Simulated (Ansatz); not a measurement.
Start from `N=[C](N)[GaH2]` and change one atom or group to get `N=C(N)O`.

Ansatz, PBE0-D4/def2-TZVP geometries, multiplicity 1. Each molecule was computed in one conformer, which needn't be the lowest.

Scalar relativity is left out up to krypton.

```tsv
property	`N=[C](N)[GaH2]`
HOMO–LUMO gap (B3LYP/def2-TZVPP) / eV	4.27
ideal-gas entropy at 298 K and 1 bar (rigid rotor, harmonic PBE0-D4/def2-TZVP) / J/(mol·K)	327
HOMO energy (PBE/def2-TZVPP) / eV	-5.44
size of the dipole moment (B3LYP/def2-TZVPP) / D	2.33
LUMO energy (PBE0/def2-TZVPP) / eV	-2.02
size of the dipole moment (PBE/def2-TZVPP) / D	2.17
```

Problem. Give the same properties after the change, and the shifts. (Best estimate.)

Solution. The calculation gave: 
```json
{"property": "HOMO–LUMO gap (B3LYP/def2-TZVPP) / eV", "`N=C(N)O`": "7.02", "shift": "2.75"}
{"property": "ideal-gas entropy at 298 K and 1 bar (rigid rotor, harmonic PBE0-D4/def2-TZVP) / J/(mol·K)", "`N=C(N)O`": "279", "shift": "-48"}
{"property": "HOMO energy (PBE/def2-TZVPP) / eV", "`N=C(N)O`": "-5.68", "shift": "-0.24"}
{"property": "size of the dipole moment (B3LYP/def2-TZVPP) / D", "`N=C(N)O`": "1.87", "shift": "-0.46"}
{"property": "LUMO energy (PBE0/def2-TZVPP) / eV", "`N=C(N)O`": "0.61", "shift": "2.63"}
{"property": "size of the dipole moment (PBE/def2-TZVPP) / D", "`N=C(N)O`": "1.84", "shift": "-0.33"}
```

With PBE0 the HOMO falls by 0.26 eV and the LUMO rises by 2.63 eV, so the gap widens by about 2.89 eV. PBE moves the HOMO by -0.24 eV and ωB97M-V by -0.30 eV. The zero-point energy changes by 6.3 kJ/mol with -3 modes. Dipoles are sizes alone; their direction can turn.

B3LYP here is the variant with VWN-RPA as its local correlation; programs differ in this.

Positive LUMOs are unbound, so they and the gaps depend on the basis.
